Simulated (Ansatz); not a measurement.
The calculation used Ansatz, DFT PBE, scalar-relativistic, plane waves, PAW. All cells share a 420 eV cutoff and Γ-centred k meshes spaced at most about 0.3 Å⁻¹ (about 0.25 or finer for metals, 2π included). No spin polarisation.

All energies are static (0 K, no zero-point motion).

Two forms of Zn₅O were relaxed alike.

A.

```xyz
6
Lattice="5.0640 0.0000 0.0000 -2.5320 4.3855 0.0000 0.0000 0.0000 6.0215" Properties=species:S:1:pos:R:3 pbc="T T T"
Zn    0.0000    0.0000    4.2334
Zn    2.5320    0.0000    3.0108
Zn   -1.2660    2.1928    3.0108
Zn    1.2660    2.1928    3.0108
Zn    0.0000    0.0000    1.7881
O     0.0000    0.0000    0.0000
```

B.

```xyz
6
Lattice="6.0579 0.0000 0.0000 0.0000 6.0579 0.0000 0.0000 0.0000 2.8675" Properties=species:S:1:pos:R:3 pbc="T T T"
Zn    1.6961    1.6961    1.4338
Zn    4.3618    4.3618    1.4338
Zn    1.6961    4.3618    1.4338
Zn    4.3618    1.6961    1.4338
Zn    0.0000    0.0000    1.4338
O     3.0289    3.0289    0.0000
```

Question: Which is lower in energy, and by how much?

Answer: A is lower, by 145 meV/atom. A has space group P6/mmm (No. 191), 22.3 Å³/atom and no gap on its mesh; B has space group P4/mmm (No. 123), 17.5 Å³/atom and no gap. Counting Zn atoms around O (those within 1.25 times the shortest such distance or 1.15 times the sum of covalent radii, 1.27 where that leaves under three; the shortest distance is added where it exceeds 1.18 times the sum of covalent radii), A has O 2 and B has O 8 from 2.4 Å. The lower one is the more open, so pressure narrows the difference. In A, Zn on a site of symmetry 6mm has 1 O at 1.79 Å, 1 Zn at 2.45 Å and 6 Zn at 2.81 Å; Zn on a site of symmetry mmm is surrounded by 4 Zn at 2.53 Å and 4 Zn at 2.81 Å; O has 2 Zn at 1.79 Å. In B, around Zn on a site of symmetry m2m lie 2 O at 2.37 Å, 1 Zn at 2.40 Å, 2 Zn at 2.67 Å and 2 Zn at 2.87 Å; Zn on a site of symmetry 4/mmm has 4 Zn at 2.40 Å and 2 Zn at 2.87 Å; O has 8 Zn at 2.37 Å and 2 O at 2.87 Å. Both come from invented guesses. The lowest form computed isn't among them: it has space group P-6m2 (No. 187), 13.9 Å³/atom and lies 231 meV/atom below the best shown.

Cells relaxed within their symmetry can be saddle points. Some structure types and database cells were kept out of the candidates from the start, so a known form may be missing.
